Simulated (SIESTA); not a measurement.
CsPbBr3:

```xyz
5
Lattice="5.8700 0.0000 0.0000 0.0000 5.8700 0.0000 0.0000 0.0000 5.8700" Properties=species:S:1:pos:R:3 pbc="T T T"
Pb    2.9350    2.9350    2.9350
Cs    0.0000    0.0000    0.0000
Br    2.9350    2.9350    0.0000
Br    2.9350    0.0000    2.9350
Br    0.0000    2.9350    2.9350
```

Measurements of this composition are mostly on another form, of space group No. 62.

Base run:

```yaml
Program: SIESTA 5.4.2
Functional: PBE
Potentials_or_basis: PseudoDojo 0.4 standard (PBE files)
Basis: DZP (energy shift 0.003 Ry; two zetas on semicore shells; d shell added on Cs)
Grid_cutoff: 500 Ry
Energy_shift: 0.003 Ry
k_mesh: 5 × 5 × 5
Occupations: fermi-dirac, width 0.05 eV
Spin: no spin polarisation
```

Its results: pressure 1.7 GPa.

Task: The run is repeated on the same cell with these changes: functional from PBE to BLYP. What comes out?

Result: Pressure 3.2 GPa.

BLYP binds less tightly than PBE, so the same cell stands under more pressure.

Caveats: the basis of atomic orbitals isn't converged, which shifts pressures, moduli and gaps; the potentials were made for another functional, which shifts forces and pressure (some runs).

Not every run made on this cell is shown here.
